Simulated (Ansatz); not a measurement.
## Symmetry broken, then relaxed in AlGa3N4

These are results of DFT r2SCAN, scalar-relativistic, plane waves, PAW in Ansatz, not measurements. Cutoff 500 eV, Γ-centred 6×6×6 k-points, Gaussian smearing of 0.05 eV. No spin polarisation. Energies are free energies at this smearing, counted from the undisturbed cell; pressure is positive in compression.

The undisturbed cell (relaxed at this level; it needn't be the usual structure):

```
Al Ga N
1.0
     4.46534    0.00000    0.00000
     0.00000    4.46534    0.00000
     0.00000    0.00000    4.46534
Al Ga N
1 3 4
Direct
  0.00000 0.00000 0.00000
  0.50000 0.50000 0.00000
  0.50000 0.00000 0.50000
  0.00000 0.50000 0.50000
  0.75535 0.75535 0.24465
  0.75535 0.24465 0.75535
  0.24465 0.75535 0.75535
  0.24465 0.24465 0.24465
```

The atoms are displaced (Å, in the unstrained cell):

| atom | ux | uy | uz |
| --- | --- | --- | --- |
| Al1 | -0.096 | -0.009 | 0.021 |
| Ga2 | 0.031 | 0.008 | -0.023 |
| Ga3 | 0.020 | 0.074 | -0.016 |
| Ga4 | -0.018 | 0.005 | -0.026 |
| N5 | 0.039 | -0.035 | 0.066 |
| N6 | -0.036 | -0.014 | 0.035 |
| N7 | 0.053 | -0.024 | 0.042 |
| N8 | 0.007 | -0.006 | -0.099 |

The atoms are then relaxed in that fixed cell.

Question: Does the relaxation return to the undisturbed structure?

Answer: Yes (up to a choice of domain or origin): same space group and volume, and an energy 0.0 meV/atom from it. The disturbance itself cost 54.8 meV/atom. The final space group reads P-43m (tolerance 0.05 Å) and the volume changes by 0.00 %.

Final structure:

```
CELL_PARAMETERS angstrom
4.46534 0.00000 0.00000
0.00000 4.46534 0.00000
0.00000 0.00000 4.46534
ATOMIC_POSITIONS crystal
Al 0.00000 0.00000 0.00000
Ga 0.50000 0.50000 0.00000
Ga 0.50000 0.00000 0.50000
Ga 0.00000 0.50000 0.50000
N 0.75536 0.75535 0.24465
N 0.75535 0.24464 0.75535
N 0.24464 0.75536 0.75536
N 0.24465 0.24464 0.24464
```

The relaxation, step by step (energy from the first step):

```tsv
step	ΔE (meV/atom)	largest force component (eV/Å)	pressure (GPa)
1	0.0	2.055	n/a
2	-42.7	0.839	n/a
3	-54.8	0.011	n/a
4	-54.8	0.011	n/a
5	-54.8	0.001	n/a
```

Frames along the relaxation (Å, eV/Å):

```xyz
8
Lattice="4.465 0.000 0.000 0.000 4.465 0.000 0.000 0.000 4.465" Properties=species:S:1:pos:R:3:forces:R:3 pbc="T T T" step=1
Al   -0.096   -0.009    0.021    2.055   -0.517   -0.446
Ga    2.263    2.241   -0.023   -0.525    0.266    0.609
Ga    2.253    0.074    2.216   -1.164   -1.172    0.080
Ga   -0.018    2.238    2.207    1.630   -0.725    1.167
N     3.411    3.338    1.159   -1.256    0.907   -0.938
N     3.337    1.078    3.407    0.834    0.326   -0.862
N     1.145    3.349    3.415   -1.222    0.879   -1.065
N     1.099    1.086    0.994   -0.351    0.037    1.456
8
Lattice="4.465 0.000 0.000 0.000 4.465 0.000 0.000 0.000 4.465" Properties=species:S:1:pos:R:3:forces:R:3 pbc="T T T" step=2
Al   -0.030    0.006    0.011    0.795   -0.340   -0.170
Ga    2.228    2.230   -0.025    0.156    0.030    0.562
Ga    2.239    0.027    2.237   -0.306   -0.528   -0.125
Ga   -0.015    2.257    2.212    0.662   -0.678    0.616
N     3.399    3.357    1.110   -0.839    0.442   -0.404
N     3.361    1.079    3.391    0.355    0.337   -0.445
N     1.114    3.350    3.389   -0.603    0.663   -0.430
N     1.101    1.089    1.071   -0.221    0.074    0.397
8
Lattice="4.465 0.000 0.000 0.000 4.465 0.000 0.000 0.000 4.465" Properties=species:S:1:pos:R:3:forces:R:3 pbc="T T T" step=3
Al   -0.001    0.000    0.000    0.007   -0.002   -0.001
Ga    2.233    2.233    0.000    0.002   -0.005    0.002
Ga    2.232    0.000    2.232    0.007   -0.005    0.007
Ga    0.001    2.232    2.233   -0.002    0.001    0.002
N     3.373    3.372    1.093   -0.004    0.011   -0.011
N     3.373    1.092    3.373    0.001    0.002    0.000
N     1.093    3.373    3.373   -0.004   -0.003    0.000
N     1.093    1.092    1.092   -0.008    0.002    0.002
8
Lattice="4.465 0.000 0.000 0.000 4.465 0.000 0.000 0.000 4.465" Properties=species:S:1:pos:R:3:forces:R:3 pbc="T T T" step=4
Al   -0.001    0.000    0.000    0.007   -0.002   -0.001
Ga    2.233    2.233    0.000    0.002   -0.005    0.002
Ga    2.232    0.000    2.232    0.007   -0.005    0.007
Ga    0.001    2.232    2.233   -0.002    0.001    0.001
N     3.373    3.372    1.093   -0.004    0.011   -0.011
N     3.373    1.092    3.373    0.001    0.002    0.000
N     1.093    3.373    3.373   -0.004   -0.003    0.000
N     1.093    1.092    1.092   -0.008    0.002    0.002
8
Lattice="4.465 0.000 0.000 0.000 4.465 0.000 0.000 0.000 4.465" Properties=species:S:1:pos:R:3:forces:R:3 pbc="T T T" step=5
Al    0.000    0.000    0.000    0.000    0.000    0.000
Ga    2.233    2.233    0.000    0.000    0.000    0.000
Ga    2.233    0.000    2.233    0.000    0.000    0.000
Ga    0.000    2.233    2.233    0.000    0.000    0.000
N     3.373    3.373    1.092   -0.001   -0.001    0.001
N     3.373    1.092    3.373   -0.001    0.001   -0.001
N     1.092    3.373    3.373    0.001   -0.001   -0.001
N     1.092    1.092    1.092    0.001    0.001    0.001
```

Cost: 3 runs of about 4.7 core-minutes in all, on Intel Xeon 6975P-C (Granite Rapids) (shared hosts).